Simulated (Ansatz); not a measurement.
BN in the zincblende structure: a one-shot G0W0 calculation in the plane-wave code Ansatz (G0W0@PBE with 44 empty bands, a screening cutoff of 140 eV and a 6×6×6 mesh). The geometry is the r2SCAN minimum.

```yaml
crystal:
  lattice:
    - [0.0, 1.8048254679, 1.8048254679]
    - [1.8048254679, 0.0, 1.8048254679]
    - [1.8048254679, 1.8048254679, 0.0]
  atoms:
    - { symbol: B, position: [0.0, 0.0, 0.0] }
    - { symbol: "N", position: [0.25, 0.25, 0.25] }
kpoints:
  mp_grid: { grid: [6, 6, 6] }
hamiltonian:
  xc: pbe
scf:
  occupations: { method: fixed }
gw:
  n_empty_bands: 44
  ecut_chi: 140
  qp_bands: [v2, c2]
  qp_kpoints: band_edges
  screening: { model: contour_deformation }
```

In the abridged output below, numbers in square brackets stand for lines, or ends of lines, that were taken out.
```
Functional definition: PBE
Crystal: 2 atoms, lattice volume = 11.758 Å³
[1]
Bands: 8, of which v1, the nominal top of the filled ones, is band 4 counted from 1 (3 counted from 0)
Symmetry: 24 space group operations
Space group: F-43m (ITA 216)
k-points: 16 of 216 (time reversal used)
Free energy (F): -542.269921 eV
Fermi energy:    11.254098 eV
--- G₀W₀: contour deformation, 6 samples at zero and on the imaginary axis and 2 off it, 216 q-points, 44 empty bands' worth ---
    ik  band        ε_KS         Σx   Σc(E_QP)       V_xc       Z   E_QP_lin       E_QP  E_QP is
     0     3     11.2541   -22.9209     2.8342   -19.3036  0.8265    10.4686    10.4710  root
     0     4     11.2541   -22.9209     2.8342   -19.3036  0.8265    10.4686    10.4710  root
     0     5     20.1040    -7.9373    -5.4244   -14.6968  0.8387    21.4477    21.4392  root
     0     6     20.1040    -7.9373    -5.4244   -14.6968  0.8387    21.4477    21.4392  root
     1     3     10.6318   -22.6768     2.9334   -18.8968  0.8254     9.7822     9.7852  root
     1     4     10.6318   -22.6768     2.9334   -18.8968  0.8254     9.7822     9.7852  root
     1     5     20.6350    -9.0488    -5.4738   -15.7478  0.8345    21.8677    21.8601  root
     1     6     21.0181    -8.0733    -5.6279   -15.1035  0.8339    22.4306    22.4205  root
     2     3      9.6860   -22.5952     3.1658   -18.4833  0.8228     8.7357     8.7398  root
     2     4      9.6860   -22.5952     3.1658   -18.4833  0.8228     8.7357     8.7398  root
     2     5     21.2079    -9.7862    -5.5600   -16.4984  0.8316    22.3670    22.3600  root
     2     6     21.9422    -7.8355    -5.8023   -15.0464  0.8313    23.3618    23.3508  root
     3     3      9.3045   -22.6260     3.2749   -18.3653  0.8214     8.3140     8.3186  root
     3     4      9.3045   -22.6260     3.2749   -18.3653  0.8214     8.3140     8.3186  root
     3     5     21.4486   -10.0742    -5.5853   -16.7848  0.8306    22.5806    22.5739  root
     3     6     21.9973  [2]
     4     3      9.4972   -22.2685     3.1238   -18.1853  0.8231     8.5336     8.5378  root
     4     4      9.4972   -22.2685     3.1238   -18.1853  0.8231     8.5336     8.5378  root
     4     5     19.0374  [3]
     4     6     22.6009    -8.4619    -5.9557   -15.9420  0.8251    24.1393    24.1253  root
     9     3      7.2043   -22.2205     3.7044   -17.3404  0.8144     6.0205     6.0285  root
     9     4      7.2043   -22.2205     3.7044   -17.3404  0.8144     6.0205     6.0285  root
     9     5     16.9743    -8.0506    -4.8012   -13.7085  0.8490    17.8339    17.8310  root
     9     6     21.5933  [4]
    12     3      6.3270   -22.2936     3.9413   -17.1067  0.8100     5.0717     5.0814  root
    12     4      6.3270   -22.2936     3.9413   -17.1067  0.8100     5.0717     5.0814  root
    12     5     15.7287    -8.0224    -4.5550   -13.3021  0.8529    16.4554    16.4536  root
    12     6     20.5231    -7.9207    -5.1397   -13.9407  0.8479    21.4067    21.4033  root
    14     3      5.1739   -22.7188     4.3447   -16.9826  0.8019     3.7677     3.7824  root
    14     4      6.7384   -21.8244     3.7181   -16.8911  0.8135     5.5145     5.5233  root
    14     5     20.7706    -8.4474    -5.2943   -14.8761  0.8364    21.9116    21.9051  root
    14     6     23.0999    -7.9783    -6.0954   -15.3637  0.8249    24.4009    24.3900  root
```

The points are ik 0 = (0, 0, 0) (Γ), ik 1 = (0, 0, 1/6), ik 2 = (0, 0, 1/3), ik 3 = (0, 0, -1/2), ik 4 = (0, 1/6, 1/6), ik 9 = (0, 1/3, 1/3), ik 12 = (0, -1/2, -1/2), ik 14 = (1/6, 1/3, -1/3); band 4 is the last filled one.

Question: Fill in the blanks. They hold quasiparticle rows, cutoff and plane waves at Γ.

Answer:
```
[1]
Basis set: ecut = 420 eV, 259 PW (Γ)
[2]
     3     6     21.9973    -7.6324    -5.7533   -14.7463  0.8334    23.3680    23.3579  root
[3]
     4     5     19.0374    -8.1160    -5.1955   -14.4428  0.8425    20.1742    20.1686  root
[4]
     9     6     21.5933    -7.7944    -5.3652   -14.1393  0.8426    22.5777    22.5731  root
```
The trailing digits, and the zero of the energies, depend on the potentials and thresholds.

The quasiparticle gap on this mesh is 5.98 eV (Γ to k = (0, -1/2, -1/2)), against 4.47 eV from PBE: +1.51 eV. Renormalisation factors Z lie between 0.80 and 0.85. The G0W0 figures hold for the stated bands, cutoff and mesh and aren't extrapolated.

Command: `ansatz run input.yaml --threads 2 --pin off --max-ram 3686MiB --backend cpu --events-out ev --progress --plain --runs-dir out`. Wall time 3.6 s on 2 threads of Intel(R) Xeon(R) Platinum 8488C (Sapphire Rapids) (shared host); peak host memory 0.31 GiB.

No spin polarisation and no zero-point or thermal motion.
